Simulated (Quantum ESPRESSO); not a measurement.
# SnTe (Fm-3m) in Quantum ESPRESSO: a series of runs

The runs below take SnTe through band structure, with PBE, LDA.

Everything below comes from runs of Quantum ESPRESSO 7.5. Logs are shortened: lines on timing, memory, paths and dates and some standing lists are left out, and cuts for length are marked.

**Experimental background.**

A printed reference work, textbook reports, for a bulk crystal of SnTe at 300 K: band gap 0.18 eV (direct).

The results are compared with them further down.

### Step 1. Starting point

The structure is cubic, space group Fm-3m (No. 225). The conventional cell has a = 6.302 Å, b = 6.302 Å, c = 6.302 Å, α = 90.00°, β = 90.00°, γ = 90.00°. Around Te (site symmetry m-3m) lie 6 Sn at 3.15 Å. Sn (site symmetry m-3m) has 6 Te at 3.15 Å as nearest neighbours.

### Step 2. Band structure, PBE

Input file pw.in:

```
&CONTROL
  calculation = 'scf'
  prefix = 'pwscf'
  outdir = './tmp'
  pseudo_dir = './pseudo'
  tprnfor = .true.
  tstress = .true.
  disk_io = 'low'
/
&SYSTEM
  ibrav = 0
  nat = 2
  ntyp = 2
  ecutwfc = 80
  nbnd = 22
  occupations = 'smearing'
  smearing = 'fd'
  degauss = 0.00367493
/
&ELECTRONS
  conv_thr = 4d-10
  electron_maxstep = 120
  mixing_beta = 0.5
/
ATOMIC_SPECIES
Te   127.6000 Te.upf
Sn   118.7100 Sn.upf
CELL_PARAMETERS angstrom
   0.0000000000    3.1508500000    3.1508500000
   3.1508500000    0.0000000000    3.1508500000
   3.1508500000    3.1508500000    0.0000000000
ATOMIC_POSITIONS crystal
Te     0.5000000000    0.5000000000    0.5000000000
Sn     0.0000000000    0.0000000000    0.0000000000
K_POINTS automatic
7 7 7 0 0 0
```

Input file pp_density.in:

```
&INPUTPP
  prefix = 'pwscf'
  outdir = './tmp'
  filplot = 'density.dat'
  plot_num = 0
/
&PLOT
  nfile = 1
  filepp(1) = 'density.dat'
  iflag = 3
  output_format = 6
  fileout = 'density.cube'
/
```

Input file pp_potential.in:

```
&INPUTPP
  prefix = 'pwscf'
  outdir = './tmp'
  filplot = 'potential.dat'
  plot_num = 11
/
&PLOT
  nfile = 1
  filepp(1) = 'potential.dat'
  iflag = 3
  output_format = 6
  fileout = 'potential.cube'
/
```

Input file pp_elf.in:

```
&INPUTPP
  prefix = 'pwscf'
  outdir = './tmp'
  filplot = 'elf.dat'
  plot_num = 8
/
&PLOT
  nfile = 1
  filepp(1) = 'elf.dat'
  iflag = 3
  output_format = 6
  fileout = 'elf.cube'
/
```

Input file bands.in:

```
&CONTROL
  calculation = 'bands'
  prefix = 'pwscf'
  outdir = './tmp'
  pseudo_dir = './pseudo'
  disk_io = 'low'
  verbosity = 'high'
/
&SYSTEM
  ibrav = 0
  nat = 2
  ntyp = 2
  ecutwfc = 80
  nbnd = 22
  occupations = 'smearing'
  smearing = 'fd'
  degauss = 0.00367493
/
&ELECTRONS
  conv_thr = 1d-08
  electron_maxstep = 120
  mixing_beta = 0.5
  diago_full_acc = .true.
/
ATOMIC_SPECIES
Te   127.6000 Te.upf
Sn   118.7100 Sn.upf
CELL_PARAMETERS angstrom
   0.0000000000    3.1508500000    3.1508500000
   3.1508500000    0.0000000000    3.1508500000
   3.1508500000    3.1508500000    0.0000000000
ATOMIC_POSITIONS crystal
Te     0.5000000000    0.5000000000    0.5000000000
Sn     0.0000000000    0.0000000000    0.0000000000
K_POINTS crystal
60
 0.0000000000  0.0000000000  0.0000000000 1
 0.0625000000  0.0000000000  0.0625000000 1
 0.1250000000  0.0000000000  0.1250000000 1
 0.1875000000  0.0000000000  0.1875000000 1
 0.2500000000  0.0000000000  0.2500000000 1
 0.3125000000  0.0000000000  0.3125000000 1
 0.3750000000  0.0000000000  0.3750000000 1
 0.4375000000  0.0000000000  0.4375000000 1
 0.5000000000  0.0000000000  0.5000000000 1
 0.5000000000  0.0625000000  0.5625000000 1
 0.5000000000  0.1250000000  0.6250000000 1
 0.5000000000  0.1875000000  0.6875000000 1
 0.5000000000  0.2500000000  0.7500000000 1
 0.4375000000  0.3125000000  0.7500000000 1
 0.3750000000  0.3750000000  0.7500000000 1
 0.3375000000  0.3375000000  0.6750000000 1
 0.3000000000  0.3000000000  0.6000000000 1
 0.2625000000  0.2625000000  0.5250000000 1
 0.2250000000  0.2250000000  0.4500000000 1
 0.1875000000  0.1875000000  0.3750000000 1
 0.1500000000  0.1500000000  0.3000000000 1
 0.1125000000  0.1125000000  0.2250000000 1
 0.0750000000  0.0750000000  0.1500000000 1
 0.0375000000  0.0375000000  0.0750000000 1
 0.0000000000  0.0000000000  0.0000000000 1
 0.0625000000  0.0625000000  0.0625000000 1
 0.1250000000  0.1250000000  0.1250000000 1
 0.1875000000  0.1875000000  0.1875000000 1
 0.2500000000  0.2500000000  0.2500000000 1
 0.3125000000  0.3125000000  0.3125000000 1
 0.3750000000  0.3750000000  0.3750000000 1
 0.4375000000  0.4375000000  0.4375000000 1
 0.5000000000  0.5000000000  0.5000000000 1
 0.5250000000  0.4500000000  0.5250000000 1
 0.5500000000  0.4000000000  0.5500000000 1
 0.5750000000  0.3500000000  0.5750000000 1
 0.6000000000  0.3000000000  0.6000000000 1
 0.6250000000  0.2500000000  0.6250000000 1
 0.5833333333  0.2500000000  0.6666666667 1
 0.5416666667  0.2500000000  0.7083333333 1
 0.5000000000  0.2500000000  0.7500000000 1
 0.5000000000  0.2857142857  0.7142857143 1
 0.5000000000  0.3214285714  0.6785714286 1
 0.5000000000  0.3571428571  0.6428571429 1
 0.5000000000  0.3928571429  0.6071428571 1
 0.5000000000  0.4285714286  0.5714285714 1
 0.5000000000  0.4642857143  0.5357142857 1
 0.5000000000  0.5000000000  0.5000000000 1
 0.4821428571  0.4821428571  0.5357142857 1
 0.4642857143  0.4642857143  0.5714285714 1
 0.4464285714  0.4464285714  0.6071428571 1
 0.4285714286  0.4285714286  0.6428571429 1
 0.4107142857  0.4107142857  0.6785714286 1
 0.3928571429  0.3928571429  0.7142857143 1
 0.3750000000  0.3750000000  0.7500000000 1
 0.6250000000  0.2500000000  0.6250000000 1
 0.5937500000  0.1875000000  0.5937500000 1
 0.5625000000  0.1250000000  0.5625000000 1
 0.5312500000  0.0625000000  0.5312500000 1
 0.5000000000  0.0000000000  0.5000000000 1
```

Potentials or basis: PseudoDojo 0.4.1 SR PBE standard.

Run with:

```console
> OMP_NUM_THREADS=1 pw.x -in pw.in > pw.out
> OMP_NUM_THREADS=1 pp.x -in pp_density.in > pp_density.out
> OMP_NUM_THREADS=1 pp.x -in pp_potential.in > pp_potential.out
> OMP_NUM_THREADS=1 pp.x -in pp_elf.in > pp_elf.out
> OMP_NUM_THREADS=1 pw.x -in bands.in > bands.out
```

pw.out:

```text
This program is part of the open-source Quantum ESPRESSO suite
     for quantum simulation of materials; please cite
[... 6 lines left out ...]
     using ibrav=0 with symmetry is DISCOURAGED, use correct ibrav instead

     G-vector sticks info
     --------------------
     sticks:   dense  smooth     PW     G-vecs:    dense   smooth      PW
     Sum        1555    1555    439                40821    40821    6231

     Using Slab Decomposition

     bravais-lattice index     =            0
     lattice parameter (alat)  =       8.4206  a.u.
     unit-cell volume          =     422.1918 (a.u.)^3
     number of atoms/cell      =            2
     number of atomic types    =            2
     number of electrons       =        30.00
     number of Kohn-Sham states=           22
     kinetic-energy cutoff     =      80.0000  Ry
     charge density cutoff     =     320.0000  Ry
     scf convergence threshold =      4.0E-10
     mixing beta               =       0.5000
     number of iterations used =            8  plain     mixing
     Exchange-correlation= PBE
                           (   1   4   3   4   0   0   0)

     celldm(1)=   8.420572  celldm(2)=   0.000000  celldm(3)=   0.000000
     celldm(4)=   0.000000  celldm(5)=   0.000000  celldm(6)=   0.000000

     crystal axes: (cart. coord. in units of alat)
               a(1) = (   0.000000   0.707107   0.707107 )
               a(2) = (   0.707107   0.000000   0.707107 )
               a(3) = (   0.707107   0.707107   0.000000 )

     reciprocal axes: (cart. coord. in units 2 pi/alat)
               b(1) = ( -0.707107  0.707107  0.707107 )
               b(2) = (  0.707107 -0.707107  0.707107 )
               b(3) = (  0.707107  0.707107 -0.707107 )

     PseudoPot. # 1 for Te read from file:
     Te.upf
     Pseudo is Norm-conserving + core correction, Zval = 16.0
     Generated using ONCVPSP code by D. R. Hamann
     Using radial grid of 1294 points,  6 beta functions with:
                l(1) =   0
                l(2) =   0
                l(3) =   1
                l(4) =   1
                l(5) =   2
                l(6) =   2

     PseudoPot. # 2 for Sn read from file:
     Sn.upf
     Pseudo is Norm-conserving + core correction, Zval = 14.0
     Generated using ONCVPSP code by D. R. Hamann
     Using radial grid of 1628 points,  6 beta functions with:
                l(1) =   0
                l(2) =   0
                l(3) =   1
                l(4) =   1
                l(5) =   2
                l(6) =   2

     atomic species   valence    mass     pseudopotential
     Te               16.00   127.60000     Te( 1.00)
     Sn               14.00   118.71000     Sn( 1.00)

     48 Sym. Ops., with inversion, found

   Cartesian axes

     site n.     atom                  positions (alat units)
         1        Te     tau(   1) = (   0.7071068   0.7071068   0.7071068  )
         2        Sn     tau(   2) = (   0.0000000   0.0000000   0.0000000  )

     number of k points=    20  Fermi-Dirac smearing, width (Ry)=  0.0037
                       cart. coord. in units 2pi/alat
        k(    1) = (   0.0000000   0.0000000   0.0000000), wk =   0.0058309
        k(    2) = (   0.1010153   0.1010153  -0.1010153), wk =   0.0466472
        k(    3) = (   0.2020305   0.2020305  -0.2020305), wk =   0.0466472
        k(    4) = (   0.3030458   0.3030458  -0.3030458), wk =   0.0466472
        k(    5) = (   0.2020305  -0.0000000   0.0000000), wk =   0.0349854
        k(    6) = (   0.3030458   0.1010153  -0.1010153), wk =   0.1399417
[... 12 lines left out ...]
        k(   19) = (  -0.1010153  -0.5050763   0.7071068), wk =   0.1399417
        k(   20) = (   0.0000000  -0.4040610   0.6060915), wk =   0.1399417

     Dense  grid:    40821 G-vectors     FFT dimensions: (  48,  48,  48)

     Initial potential from superposition of free atoms

     starting charge      29.9983, renormalised to      30.0000
     Starting wfcs are   18 randomized atomic wfcs +    4 random wfcs

     Self-consistent Calculation

     iteration #  1     ecut=    80.00 Ry     beta= 0.50
     Davidson diagonalization with overlap
     ethr =  1.00E-02,  avg # of iterations =  4.6

     Threshold (ethr) on eigenvalues was too large:
     Diagonalizing with lowered threshold

     Davidson diagonalization with overlap
     ethr =  5.58E-05,  avg # of iterations =  5.2

     total energy              =    -367.37042346 Ry
     estimated scf accuracy    <       0.01662036 Ry

     iteration #  2     ecut=    80.00 Ry     beta= 0.50
     Davidson diagonalization with overlap
     ethr =  5.54E-05,  avg # of iterations =  2.0
[... 36 lines left out ...]
     total energy              =    -367.37409910 Ry
     estimated scf accuracy    <          1.8E-09 Ry

     iteration #  8     ecut=    80.00 Ry     beta= 0.50
     Davidson diagonalization with overlap
     ethr =  6.07E-12,  avg # of iterations =  2.0

     End of self-consistent calculation

          k = 0.0000 0.0000 0.0000 (  5029 PWs)   bands (ev):

   -27.1531 -27.1531 -27.1502 -27.1502 -27.1502 -11.9515 -11.9515 -11.9484
   -11.9484 -11.9484  -2.8487   5.2730   7.8222   7.8222   7.8222  13.3421
    13.3421  13.3421  14.7393  14.7393  14.7393  16.8802

          k = 0.1010 0.1010-0.1010 (  5065 PWs)   bands (ev):

   -27.1530 -27.1530 -27.1501 -27.1501 -27.1501 -11.9525 -11.9525 -11.9482
   -11.9473 -11.9473  -2.6779   4.3942   7.8515   7.8515   8.4240  12.4931
    12.4931  12.5371  14.7153  15.1652  15.1652  18.1254
[... 7 lines left out ...]
          k = 0.3030 0.3030-0.3030 (  5090 PWs)   bands (ev):

   -27.1529 -27.1529 -27.1499 -27.1495 -27.1495 -11.9575 -11.9575 -11.9471
   -11.9418 -11.9418  -1.6744   1.8054   8.1185   8.1185   9.7193  10.3874
    10.4493  10.4493  17.0703  18.1361  18.1361  19.5837

          k = 0.2020-0.0000 0.0000 (  5077 PWs)   bands (ev):

   -27.1531 -27.1530 -27.1502 -27.1500 -27.1500 -11.9547 -11.9506 -11.9491
   -11.9465 -11.9465  -2.6218   4.3590   7.4386   7.4386   9.1158  11.0965
    13.4481  13.4481  13.8000  15.8551  15.8551  17.1267

          k = 0.3030 0.1010-0.1010 (  5103 PWs)   bands (ev):

   -27.1531 -27.1529 -27.1502 -27.1497 -27.1497 -11.9578 -11.9516 -11.9489
   -11.9445 -11.9437  -2.2543   3.3700   7.2382   7.3726   8.8003  11.0552
    12.8412  12.8829  13.9024  16.8416  17.0541  18.6304
[... 19 lines left out ...]
          k =-0.0000-0.2020 0.2020 (  5076 PWs)   bands (ev):

   -27.1530 -27.1530 -27.1501 -27.1499 -27.1498 -11.9548 -11.9532 -11.9479
   -11.9464 -11.9447  -2.4073   3.6008   7.0197   8.2576   9.3084  11.1163
    11.1828  13.4146  14.8312  15.2866  16.8216  17.6965

          k = 0.4041-0.0000 0.0000 (  5089 PWs)   bands (ev):

   -27.1532 -27.1528 -27.1504 -27.1494 -27.1494 -11.9623 -11.9507 -11.9487
   -11.9421 -11.9421  -2.0154   3.4395   6.7403   6.7403   7.2232  12.7457
    12.7603  14.0444  14.0444  17.8461  18.3645  18.3648

          k = 0.5051 0.1010-0.1010 (  5091 PWs)   bands (ev):

   -27.1533 -27.1527 -27.1503 -27.1493 -27.1492 -11.9648 -11.9503 -11.9495
   -11.9406 -11.9399  -1.5991   2.8748   5.9037   6.6229   6.9568  12.8539
    13.5916  13.6964  14.2718  19.3517  19.3723  19.8818

          k =-0.1010-0.5051 0.5051 (  5110 PWs)   bands (ev):

   -27.1532 -27.1527 -27.1500 -27.1493 -27.1492 -11.9635 -11.9523 -11.9475
   -11.9415 -11.9398  -1.3060   2.2914   5.2824   6.9183   7.5493  12.4902
    12.6653  14.5695  14.7933  17.8521  18.4551  20.8759

          k = 0.0000-0.4041 0.4041 (  5112 PWs)   bands (ev):

   -27.1531 -27.1528 -27.1497 -27.1496 -27.1494 -11.9597 -11.9552 -11.9442
   -11.9441 -11.9418  -1.4741   2.2250   5.5024   7.5747   8.4316  11.3484
    11.6958  14.4869  16.5087  16.7398  16.9360  19.3829

          k = 0.6061-0.0000 0.0000 (  5093 PWs)   bands (ev):

   -27.1534 -27.1526 -27.1505 -27.1490 -27.1490 -11.9688 -11.9520 -11.9471
   -11.9384 -11.9384  -1.3802   3.3339   4.8835   6.2822   6.2822  12.2154
    14.7722  14.7722  15.7083  18.8545  20.0476  21.2406

          k =-0.0000-0.6061 0.6061 (  5104 PWs)   bands (ev):

   -27.1534 -27.1526 -27.1504 -27.1491 -27.1490 -11.9681 -11.9509 -11.9484
   -11.9388 -11.9383  -1.2442   3.0574   4.5155   6.3845   6.6446  12.6576
    14.0718  14.3690  16.0470  19.2685  19.6896  20.1945

          k = 0.4041 0.2020 0.0000 (  5091 PWs)   bands (ev):

   -27.1531 -27.1528 -27.1501 -27.1495 -27.1495 -11.9605 -11.9521 -11.9486
   -11.9422 -11.9422  -1.8491   2.7987   6.2822   7.2062   8.3241  11.5753
    12.3829  13.5099  14.5724  17.6119  18.4216  19.2710

          k =-0.2020-0.4041 0.6061 (  5099 PWs)   bands (ev):

   -27.1531 -27.1528 -27.1499 -27.1496 -27.1492 -11.9614 -11.9539 -11.9463
   -11.9431 -11.9402  -1.4214   2.2082   5.9215   6.4112   8.9087  10.7051
    13.2056  13.9653  15.2281  17.0811  18.8920  20.1336

          k =-0.1010-0.5051 0.7071 (  5116 PWs)   bands (ev):

   -27.1533 -27.1526 -27.1502 -27.1493 -27.1490 -11.9659 -11.9501 -11.9495
   -11.9408 -11.9384  -1.3053   2.7642   5.0644   5.8088   7.7398  12.4365
    13.1780  15.1228  15.2183  17.9115  19.7431  20.7865

          k = 0.0000-0.4041 0.6061 (  5115 PWs)   bands (ev):

   -27.1532 -27.1527 -27.1499 -27.1496 -27.1490 -11.9638 -11.9524 -11.9464
   -11.9436 -11.9384  -1.2170   2.4774   5.0124   5.7312   8.7344  11.1572
    14.1035  15.0158  15.2616  16.4869  19.9523  20.5778

     the Fermi energy is    10.0379 ev

!    total energy              =    -367.37409910 Ry
     estimated scf accuracy    <          6.2E-11 Ry
     smearing contrib. (-TS)   =      -0.00000516 Ry
     internal energy E=F+TS    =    -367.37409394 Ry

     The total energy is F=E-TS. E is the sum of the following terms:
     one-electron contribution =    -147.86217541 Ry
     hartree contribution      =      88.85153124 Ry
     xc contribution           =     -93.34386212 Ry
     ewald contribution        =    -215.01958764 Ry

     convergence has been achieved in   8 iterations

     Forces acting on atoms (cartesian axes, Ry/au):

     atom    1 type  1   force =    -0.00000000    0.00000000   -0.00000000
     atom    2 type  2   force =    -0.00000000   -0.00000000    0.00000000

     Total force =     0.000000     Total SCF correction =     0.000000

     Computing stress (Cartesian axis) and pressure

          total   stress  (Ry/bohr**3)                   (kbar)     P=       22.61
   0.00015373  -0.00000000  -0.00000000           22.61       -0.00       -0.00
  -0.00000000   0.00015373  -0.00000000           -0.00       22.61       -0.00
  -0.00000000  -0.00000000   0.00015373           -0.00       -0.00       22.61

=------------------------------------------------------------------------------=
   JOB DONE.
=------------------------------------------------------------------------------=
```

Wall time 92 s (1 thread of Arm Neoverse V1, shared host); peak memory 0.14 GiB.

Results:

| Quantity | Value |
| --- | --- |
| Free energy | -4998.3793 eV |
| Pressure | 2.3 GPa |
| Band gap along the path | 0.10 eV, direct |

Levels at the corners of the path, in eV from the Fermi level:
```csv
point,band 13,band 14,band 15,band 16,band 17,band 18
Γ,-2.22,-2.22,-2.22,3.30,3.30,3.30
X,-5.65,-3.82,-3.82,2.11,4.87,4.87
W,-4.90,-4.90,-0.90,0.78,4.57,4.57
K,-5.26,-3.32,-2.79,2.95,3.02,4.15
Γ,-2.22,-2.22,-2.22,3.30,3.30,3.30
L,-1.89,-1.89,-0.06,0.03,0.30,0.30
U,-5.26,-3.32,-2.79,2.95,3.02,4.15
W,-4.90,-4.90,-0.90,0.78,4.57,4.57
L,-1.89,-1.89,-0.06,0.03,0.30,0.30
K,-5.26,-3.32,-2.79,2.95,3.02,4.15
U,-5.26,-3.32,-2.79,2.95,3.02,4.15
X,-5.65,-3.82,-3.82,2.11,4.87,4.87
```

Caveat: this odd mesh misses L, where the gap lies, so gap, dielectric constants and Born charges aren't listed; spin-orbit coupling is left out, which moves the levels of the heavy elements.

(Continued in part 2 of 2.)
